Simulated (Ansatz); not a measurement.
# W2COF MXene monolayer in a perpendicular field, part 2 of 2

Aim: how the W2COF MXene monolayer screens a field along its normal, and what the field does to its bands. A positive field points along +c.

Ansatz 0.2.0; plane-wave DFT, PBE-D3(BJ), Ansatz PAW.

So far. Step 2 (Relaxation): The lattice constant a goes from 3.125 to 3.146 Å.

## (3) Atoms held, field 0

A sawtooth potential applies the field, turning back in the middle of the vacuum. With the dipole correction the typed value is the field outside the slab. The induced dipole is small, so the SCF threshold is tight.

The cell differs from the one that the last finished run ended in (c 40.001 → 22.665 Å).

input.yaml

```yaml
crystal:
  lattice:
    - [3.1464639514, 0.0, 0.0]
    - [-1.5732319757, 2.724917714, 0.0]
    - [0.0, 0.0, 22.6654902832]
  atoms:
    - { symbol: F, position: [0.3333333333, 0.6666666667, 0.3970794317] }
    - { symbol: W, position: [0.6666666667, 0.3333333333, 0.4625487382] }
    - { symbol: C, position: [0.0, 0.0, 0.5017541719] }
    - { symbol: W, position: [0.3333333333, 0.6666666667, 0.5552638101] }
    - { symbol: O, position: [0.6666666667, 0.3333333333, 0.6029205683] }
kpoints:
  mp_grid: { grid: [18, 18, 1] }
  band_path:
    path: [[0, 0, 0], [0.5, 0, 0], [0.33333333, 0.33333333, 0], [0, 0, 0]]
    npoints: 16
hamiltonian:
  xc: pbe
  dispersion: d3bj
scf:
  occupations: { method: fermi_dirac, width: 0.02585 }
  convergence: { dr2_threshold: 1.0e-10 }
efield:
  axis: 3
  dipole_correction: true
  ramp_position: 0.97
  ramp_width: 0.06
  amplitude: 0
output:
  dos: { projected: true, e_range: [-6, 5] }
  write_potential: true
  write_density: true
  volumetric_format: npy
  elf: true
```

Command:

```console
$ ansatz run input.yaml --threads 2 --pin off --max-ram 3072MiB --backend cpu --events-out ev --progress --plain --runs-dir out
```

Numbers of over 12 decimals in the logs are rounded to 6 here.

Output:

```text
[...]
Crystal: 5 atoms, lattice volume = 194.331 Å³
Basis set: ecut = 420 eV, 3759 PW (Γ)
Bands: 28, of which v1, the nominal top of the filled ones, is band 23 counted from 1 (22 counted from 0)
Symmetry: 6 space group operations
[...]
k-points: 37 of 324 (time reversal used)
[...]
SCF iter   1: F=—  HF=-22396.558937 eV  |F-HF|=—  |Δ(HF+E_count)|=         —  Δρ=6.40e-3  dr2=1.72e-1  ethr=1.77e-3  p=-0.018 e·Å  D=-1.66e-2 V/Å  ΔV_dip=0.38 eV  dr2_dipole=2.02e-2  V_vac-E_F(+/−)=5.99/5.61 eV  ⟨swp⟩=10.3  Hψ=6348  notcnv=0
efield: sawtooth ramp at fractional position 0.9700 (set: `efield.ramp_position`, or a place that a band, a saddle search or an elastic batch's reference lends), width 0.0600; the density the first Hamiltonian is built on has a dipole p = -0.018 e·Å; the dipole correction subtracts the counter field D = -1.66e-2 V/Å, which shifts the + side's vacuum level by +0.38 eV against the − side's; the planar-averaged density in the ramp window peaks in size at 1.2e-5 e/Å³
[...]
SCF iter   2: F=—  HF=-22396.559946 eV  |F-HF|=—  |Δ(HF+E_count)|=   1.01e-3  Δρ=3.77e-3  dr2=9.46e-2  ethr=3.81e-4  p=0.004 e·Å  D=3.30e-3 V/Å  ΔV_dip=-0.07 eV  dr2_dipole=1.68e-2  V_vac-E_F(+/−)=5.05/5.13 eV  ⟨swp⟩=3.0  Hψ=2043  notcnv=0  defer=37
[...]
SCF iter  10: F=-22396.548693 eV  HF=-22396.548693 eV  |F-HF|=1.46e-11  |Δ(HF+E_count)|=  5.86e-10  Δρ=1.60e-7  dr2=5.87e-11  ethr=1.00e-12  p=-0.010 e·Å  D=-9.52e-3 V/Å  ΔV_dip=0.22 eV  dr2_dipole=3.91e-12  V_vac-E_F(+/−)=5.38/5.16 eV  ⟨swp⟩=11.4  Hψ=3740  notcnv=0
SCF 1 converged in 10 iterations: F = -22396.548693 eV  dr2 = 5.87e-11
[...]
NSCF: frozen V_eff on 49 k-points
efield: sawtooth ramp at fractional position 0.9700 (kept from the solve that this one continues, or follows in the run), width 0.0600; the density the first Hamiltonian is built on has a dipole p = -0.010 e·Å; the dipole correction subtracts the counter field D = -9.52e-3 V/Å, which shifts the + side's vacuum level by +0.22 eV against the − side's; the planar-averaged density in the ramp window peaks in size at 1.9e-6 e/Å³
[...]
SCF converged after 10 iterations
Free energy (F): -22396.548693 eV
[...]
Internal energy: -22396.544720 eV  (E = F + TS)
E sigma→0 (E₀):  -22396.546707 eV
Entropy (-TS):   -0.003973 eV (-0.795 meV/atom)
Fermi energy:    1.051078 eV
Dipole field:    D = -0.009516 V/Å  (p = -0.010220 e·Å, saw-weighted, corrected)
Work function:   Φ+ = 5.3750 eV   Φ− = 5.1593 eV
Levels:          The Fermi level and band energies are counted from a zero that moves with the ramp; work functions are not
[...]
--- Band table (eV; the first three rows and the last of 37) ---
  k-point 0: bands = [... 19 lower, -3.1438, -1.5920, -1.5920, 0.3792, 1.8196, 2.1909, 2.1909, 2.6927, ... 1 higher]
  k-point 1: bands = [... 19 lower, -3.0357, -1.6053, -1.5203, 0.3608, 1.8296, 2.2297, 2.2954, 2.6221, ... 1 higher]
  k-point 2: bands = [... 19 lower, -2.9384, -1.6424, -1.3207, 0.2916, 1.9115, 2.3072, 2.4896, 2.5662, ... 1 higher]
  k-point 36: bands = [... 19 lower, -3.8652, -0.4958, -0.3941, 0.0639, 1.9839, 3.2307, 3.2316, 4.7345, ... 1 higher]
```

The job ended after 9.2 s (2 threads of Intel Xeon 6975P-C (Granite Rapids), shared host; peak memory 0.61 GiB).

Numbers from this step:

```
energy at zero smearing        : -22396.5467 eV
work function, upper face      : 5.375 eV
work function, lower face      : 5.159 eV
dipole along the normal        : -0.01022 e·Å
step between the vacuum levels : 0.2157 eV
```

Running mean over a fixed 2.7 Å (it still follows the layers) of the planar mean; the ramp of the sawtooth is left out. Electron's electrostatic potential energy less the Fermi level against z:

| z (Å) | electron's electrostatic potential energy less the Fermi level (eV) |
| --- | --- |
| 3 | 5.16 |
| 4 | 5.16 |
| 5 | 5.16 |
| 6 | 5.16 |
| 7 | 5.01 |
| 8 | 2.09 |
| 9 | -3.87 |
| 10 | -11.9 |
| 11 | -15.2 |
| 12 | -15.8 |
| 13 | -11.7 |
| 14 | -4.10 |
| 15 | 3.11 |
| 16 | 5.30 |
| 17 | 5.37 |
| 18 | 5.37 |
| 19 | 5.37 |

The density of states has structure finer than the step of the table below, so its rows give means over 0.2 eV, whole bins alone (the curve runs from -6 to 1.33 eV). Peaks (eV: height): -5.86: 8.36, -5.64: 8.44, -5.15: 11.6, -4.65: 7.79, -2.72: 8.78, -2.66: 11.2, 1.31: 14.2.

Density of states against energy, zero at the Fermi level; means over each step:

| energy (eV) | density of states (states/eV a cell) |
| --- | --- |
| -5.8 | 6.17 |
| -5.6 | 3.92 |
| -5.4 | 1.43 |
| -5.2 | 5.17 |
| -5.0 | 2.98 |
| -4.8 | 2.36 |
| -4.6 | 4.09 |
| -4.4 | 1.50 |
| -4.2 | 1.19 |
| -4.0 | 1.54 |
| -3.8 | 0 |
| -3.6 | 0 |
| -3.4 | 0 |
| -3.2 | 0 |
| -3.0 | 0 |
| -2.8 | 2.44 |
| -2.6 | 4.87 |
| -2.4 | 1.94 |
| -2.2 | 1.55 |
| -2.0 | 1.62 |
| -1.8 | 1.16 |
| -1.6 | 1.12 |
| -1.4 | 1.19 |
| -1.2 | 0.910 |
| -1.0 | 0.773 |
| -0.8 | 2.72 |
| -0.6 | 1.68 |
| -0.4 | 1.30 |
| -0.2 | 1.28 |
| 0.0 | 1.38 |
| 0.2 | 1.39 |
| 0.4 | 2.53 |
| 0.6 | 0.440 |
| 0.8 | 0.676 |
| 1.0 | 1.72 |
| 1.2 | 7.96 |

Projected DOS per atom over height of the atomic layer and energy from the Fermi level. Layers: F W C W O from below.

Ten even steps from '0' (0.00 states/eV) to '9' (3.10 states/eV), each cell a mean:
```
09091
01010
02010
02010
02010
02010
03020
01000
01010
01010
01010
03022
01022
00000
00000
00000
00002
01204
01103
11127
11111
51322
```
Columns: height of the atomic layer (Å) from 9 to 13.7 (not evenly spaced); rows upwards: energy from the Fermi level (eV) from -5.96 to 1.33.

Electronic bands along the path, in eV, zero at the Fermi level:

| point | band 20 | band 21 | band 22 | band 23 | band 24 | band 25 | band 26 | band 27 |
| --- | --- | --- | --- | --- | --- | --- | --- | --- |
| Γ | -4.19 | -2.64 | -2.64 | -0.67 | 0.77 | 1.14 | 1.14 | 1.64 |
| halfway | -4.37 | -2.75 | -1.45 | -0.82 | 1.15 | 1.36 | 1.53 | 2.46 |
| M | -4.64 | -2.72 | 0.24 | 0.53 | 1.06 | 1.73 | 1.89 | 2.59 |
| halfway | -4.67 | -2.49 | -0.60 | -0.08 | 1.25 | 1.76 | 2.15 | 2.96 |
| K | -4.92 | -1.55 | -1.45 | -0.99 | 0.93 | 2.18 | 2.18 | 3.68 |
| halfway | -4.21 | -2.37 | -2.11 | -0.13 | 1.25 | 1.36 | 1.60 | 2.37 |
| Γ | -4.19 | -2.64 | -2.64 | -0.67 | 0.77 | 1.14 | 1.14 | 1.64 |

ELF in the ca plane at fractional y = 0.333, with atoms of W and O within 0.2 Å of it. It is the smooth field of the valence electrons, not physical close to the nuclei.

Ten even steps from '0' (0.00) to '9' (0.84), each cell a mean:
```
00000000000000000001112565344214788631000000
00000000000000000000016867533238889962000000
00000000000000000000027616732138659973100000
00000000000000000000015877533237999962000000
00000000000000000012211454344213687531000000
00000000000000000135531124653232222100000000
00000000000000000146641235753243100000000000
00000000000000000124421124553222232100000000
```
Columns run along c (16.0 Å, from fractional 0.08 to 0.78 of the cell), rows up along a (3.1 Å). Atoms in or near the plane, at fractional coordinates: W at (0.46, 0.67), O at (0.60, 0.67).

Valence density in the ca plane at fractional y = 0.333, with atoms of W and O within 0.2 Å of it. It is the smooth field of the valence electrons, not physical close to the nuclei.

Values in e/Å³, 5 rows by 16 columns, each cell a mean:
```
0.0 0.0 0.0 0.0 0.0 0.0 0.0 0.1 2.0 1.7 0.3 1.0 1.1 0.0 0.0 0.0
0.0 0.0 0.0 0.0 0.0 0.0 0.0 0.2 3.8 3.2 0.3 2.5 3.7 0.1 0.0 0.0
0.0 0.0 0.0 0.0 0.0 0.0 0.0 0.1 2.1 1.8 0.4 1.0 1.2 0.0 0.0 0.0
0.0 0.0 0.0 0.0 0.0 0.0 0.0 0.3 0.3 0.6 0.6 0.5 0.1 0.0 0.0 0.0
0.0 0.0 0.0 0.0 0.0 0.0 0.0 0.3 0.3 0.6 0.6 0.5 0.1 0.0 0.0 0.0
```
Columns run along c (16.0 Å, from fractional 0.08 to 0.78 of the cell), rows up along a (3.1 Å). Atoms in or near the plane, at fractional coordinates: W at (0.46, 0.67), O at (0.60, 0.67).

Electrostatic potential energy in the ca plane at fractional y = 0.333, with atoms of W and O within 0.2 Å of it. With pseudopotentials it is smooth inside the atoms' cores, unlike the true potential.

Values in eV, 5 rows by 16 columns, each cell a mean:
```
  6   6   6   6   6   5  -3 -35 -19  -3 -11  -2   6   6   6   6
  6   6   6   6   6   5  -9 -46 -30   0 -30 -18   6   6   6   6
  6   6   6   6   6   5  -3 -35 -19  -3 -12  -3   6   6   6   6
  6   6   6   6   6   5   2  -5  -5 -13  -7   4   6   6   6   6
  6   6   6   6   6   5   2  -4  -4 -13  -7   4   6   6   6   6
```
Columns run along c (16.0 Å, from fractional 0.13 to 0.84 of the cell; values clipped at the 3rd and 97th percentile), rows up along a (3.1 Å). Atoms in or near the plane, at fractional coordinates: W at (0.46, 0.67), O at (0.60, 0.67).

The work function of the upper face is 5.38 eV.

## (4) Single point, field 0.1 V/Å

input.yaml: that of step 3 with these lines changed.

```diff
@@ -27,5 +27,4 @@
   ramp_width: 0.06
-  amplitude: 0
+  amplitude: 0.1
 output:
-  dos: { projected: true, e_range: [-6, 5] }
   write_potential: true
@@ -33,2 +32 @@
   volumetric_format: npy
-  elf: true
```

Output:

```text
[...]
Crystal: 5 atoms, lattice volume = 194.331 Å³
Basis set: ecut = 420 eV, 3759 PW (Γ)
Bands: 28, of which v1, the nominal top of the filled ones, is band 23 counted from 1 (22 counted from 0)
Symmetry: 6 space group operations
[...]
k-points: 37 of 324 (time reversal used)
[...]
k-point 0: bands = [... 19 lower, -3.1229, -1.5781, -1.5781, 0.3938, 1.8211, 2.2036, 2.2036, 2.7078, ... 1 higher]
  k-point 1: bands = [... 19 lower, -3.0155, -1.5917, -1.5068, 0.3761, 1.8308, 2.2424, 2.3083, 2.6374, ... 1 higher]
  k-point 2: bands = [... 19 lower, -2.9180, -1.6285, -1.3079, 0.3067, 1.9146, 2.3200, 2.5042, 2.5788, ... 1 higher]
  k-point 36: bands = [... 19 lower, -3.8387, -0.4859, -0.3828, 0.0782, 1.9979, 3.2416, 3.2449, 4.7423, ... 1 higher]
[key lines of the parts left out:]
SCF converged after 13 iterations
Free energy (F): -22396.548929 eV
Fermi energy:    1.062978 eV
Dipole field:    D = 0.013911 V/Å  (p = 0.014939 e·Å, saw-weighted, corrected)
```

Elapsed: 10 s, on 2 threads; peak memory 0.59 GiB; 21 s of CPU time.

The dipole is 0.0149 e·Å, 0.0252 e·Å from its value without field.

## (5) Atoms held, field -0.1 V/Å

input.yaml: that of step 4 with these lines changed.

```diff
@@ -27,3 +27,3 @@
   ramp_width: 0.06
-  amplitude: 0.1
+  amplitude: -0.1
 output:
```

Output:

```text
[...]
Crystal: 5 atoms, lattice volume = 194.331 Å³
Basis set: ecut = 420 eV, 3759 PW (Γ)
Bands: 28, of which v1, the nominal top of the filled ones, is band 23 counted from 1 (22 counted from 0)
Symmetry: 6 space group operations
[...]
k-points: 37 of 324 (time reversal used)
[...]
k-point 0: bands = [... 19 lower, -3.1650, -1.6063, -1.6063, 0.3640, 1.8173, 2.1778, 2.1778, 2.6772, ... 1 higher]
  k-point 1: bands = [... 19 lower, -3.0562, -1.6195, -1.5342, 0.3451, 1.8277, 2.2166, 2.2820, 2.6063, ... 1 higher]
  k-point 2: bands = [... 19 lower, -2.9591, -1.6567, -1.3339, 0.2761, 1.9075, 2.2941, 2.4744, 2.5533, ... 1 higher]
  k-point 36: bands = [... 19 lower, -3.8922, -0.5061, -0.4059, 0.0492, 1.9695, 3.2179, 3.2193, 4.7263, ... 1 higher]
[key lines of the parts left out:]
SCF converged after 13 iterations
Free energy (F): -22396.550974 eV
Fermi energy:    1.038736 eV
Dipole field:    D = -0.032955 V/Å  (p = -0.035391 e·Å, saw-weighted, corrected)
```

Elapsed: 10 s, on 2 threads; peak memory 0.59 GiB; 21 s of CPU time.

The dipole is -0.0354 e·Å, -0.0252 e·Å from its value without field.

## (6) Response, atoms held

This step: plane-wave DFT, PBE-D3(BJ), Ansatz PAW; response to a field along the normal, atoms held (Ansatz 0.2.0).

The dipoles give the slope, and the difference of two potentials shows where the field is screened.

This step gave:

- equivalent conductor thickness p/(ε₀AE): 5.311 Å
- distance between the outer atoms: 4.665 Å

Dipole of the cell against applied field:

| applied field (V/Å) | dipole of the cell (e·Å) |
| --- | --- |
| -0.1000 | -0.0354 |
| 0.0000 | -0.0102 |
| 0.1000 | 0.0149 |

Local field over the applied field, running mean. From the potentials at -0.1 and 0.1 V/Å; running mean over 2.5 Å. Local field over applied field against z:

z (Å), local field over applied field and a bar:
```
      4.5      1.000 ##############################
      5.0      1.000 ##############################
      5.5      0.999 ##############################
      6.0      0.996 ##############################
      6.5      0.985 ##############################
      7.0      0.949 ############################
      7.5      0.866 ##########################
      8.0      0.742 ######################
      8.5      0.596 ##################
      9.0      0.442 #############
      9.5      0.290 ########
     10.0      0.174 #####
     10.5      0.093 ##
     11.0      0.044 #
     11.5      0.019 
     12.0      0.022 
     12.5      0.061 #
     13.0      0.143 ####
     13.5      0.275 ########
     14.0      0.441 #############
     14.5      0.617 ##################
     15.0      0.777 #######################
     15.5      0.899 ###########################
     16.0      0.965 #############################
     16.5      0.989 ##############################
     17.0      0.997 ##############################
     17.5      0.999 ##############################
     18.0      1.000 ##############################
     18.5      1.000 ##############################
```

The induced electron density oscillates, so the rows of the table below give means over windows of 0.85 Å about each position, cut where the curve ends. Its maxima inside the range that stand out by 2 % of the span (Å: e/Å³ per V/Å): 8.36: 0.00330, 9.21: 0.00201, 10.06: 0.00150, 12.18: -2.0e-4, 12.89: 5.0e-5, 13.74: -0.00174. Its minima: 8.92: 0.00140, 9.63: 3.4e-4, 11.90: -6.0e-4, 12.61: -7.3e-4, 13.46: -0.00236, 14.31: -0.00362.

Electrons, planar mean, per unit field. Induced electron density against z; means over each step:

| z (Å) | induced electron density (e/Å³ per V/Å) |
| --- | --- |
| 4.53 | 3.9e-7 |
| 5.38 | 3.6e-6 |
| 6.23 | 3.4e-5 |
| 7.08 | 3.0e-4 |
| 7.93 | 0.00189 |
| 8.78 | 0.00226 |
| 9.63 | 9.5e-4 |
| 10.48 | 0.00102 |
| 11.33 | 1.2e-4 |
| 12.18 | -4.6e-4 |
| 13.03 | -7.3e-4 |
| 13.88 | -0.00251 |
| 14.73 | -0.00235 |
| 15.58 | -4.6e-4 |
| 16.43 | -5.8e-5 |
| 17.28 | -6.4e-6 |
| 18.13 | -6.7e-7 |

By hand: between -0.1 and 0.1 V/Å the dipole changes by 0.05033 e·Å, a slope of 0.2517 e·Å²/V. A perfect conductor of thickness t has p = ε₀AEt, so t = 180.95 × 0.2517 / 8.574 = 5.31 Å (e/ε₀ = 180.95 V·Å, A in Å²).

The induced dipole is that of a conductor 5.31 Å thick.

## (7) Results

| Quantity | Value |
| --- | --- |
| gap without field | none |
| work function, upper face | 5.38 eV |
| step between the vacuum levels | 0.216 eV |
| equivalent conductor thickness, atoms held | 5.31 Å |

**Reading.** The induced dipole equals that of a perfect conductor 5.31 Å thick, while the outer atoms lie 4.67 Å apart. The two faces differ: the vacuum level above lies 0.22 eV higher than the one below. There is no gap over 0.03 eV, with or without the field. The first relaxation ran with spin and lost its moment, and the later runs have none; other magnetic states were not tried. Spin-orbit coupling is left out, which matters for the bands of elements this heavy. The MXene's terminations sit over the metal atoms of its far layer; the site over carbon or nitrogen, which some compounds prefer, was not run.

[Logs are printed without paths, hosts, clocks, repeated set-up lines and the standing remarks that a program may print on its own settings, such as how far it seeks lower states.]

[Hosts, paths, dates, database ids (printed as entryN), source tags and the programs' standing remarks are cut or masked in the printed files.]

[Maps of the electrostatic potential energy from Ansatz leave out the sawtooth potential of an applied field or a dipole correction, so their vacuum need not be flat; planar profiles and work functions include it.]

[The density of states shown here was stored with 400 of the rows of the run's finer table, so its peaks can read low, often by over a quarter, or be missed, and its means over a window can be off by a tenth or more.]
